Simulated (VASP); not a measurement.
Write the native input for VASP 6.6.1 that does the following.

- Task: single point
- Functional: PBEsol
- Potentials or basis: VASP PAW PBE potentials, release 64 (Mg, F)
- Cutoff: 700 eV
- k mesh: 6 × 6 × 8
- Occupations: gaussian, width 0.02 eV
- Spin: no spin polarisation
- Further INCAR settings: ALGO = Fast; EDIFF = 1e-06

The structure of MgF2 lies in POSCAR:

```
MgF2
1.0
    4.6190100000      0.0000000000      0.0000000000
    0.0000000000      4.6267800000      0.0000000000
    0.0000000000      0.0000000000      3.0516200000
Mg F
2 4
Direct
    0.5000000000      0.5000000000      0.5000000000
    0.0000000000      0.0000000000      0.0000000000
    0.8030000000      0.1967300000      0.5000000000
    0.1970000000      0.8032700000      0.5000000000
    0.3030000000      0.3032700000      0.0000000000
    0.6970000000      0.6967300000      0.0000000000
```

The cell comes from a database or a generator and needn't be the stable form of this composition.

These files were run (other wordings do the same):

INCAR

```
SYSTEM = MgF2
ALGO     = Fast           ! electronic algorithm
EDIFF    = 1E-6           ! SCF threshold, eV
ENCUT    = 700            ! plane-wave cutoff, eV
GGA      = PS             ! functional
ISIF     = 2              ! what is computed and relaxed
ISMEAR   = 0              ! smearing method
LASPH    = .True.         ! aspherical terms in the spheres
LCHARG   = .False.        ! write CHGCAR
LREAL    = .False.        ! projectors in reciprocal space
LWAVE    = .False.        ! write WAVECAR
NELM     = 100            ! most SCF steps
PREC     = Accurate       ! precision mode
SIGMA    = 0.02           ! smearing width, eV
```

KPOINTS

```
k-points
0
Gamma
  6 6 8
  0 0 0
```

Potentials or basis: VASP PAW PBE potentials, release 64 (Mg, F).

Command:

```console
$ cat potpaw_PBE.64/Mg/POTCAR potpaw_PBE.64/F/POTCAR > POTCAR
$ mpirun -np 1 vasp_std > vasp.out
```

Results of the run:

- Pressure: 0.0 GPa
- Largest force: 0.004 eV/Å
- Band gap on the k mesh: 6.93 eV, direct

Caveat: the PAW data sets were made with another functional, which shifts forces and pressure a little.

It took 77 s on 1 thread of Intel(R) Xeon(R) Platinum 8488C (Sapphire Rapids) (shared host), peak memory 0.29 GiB.
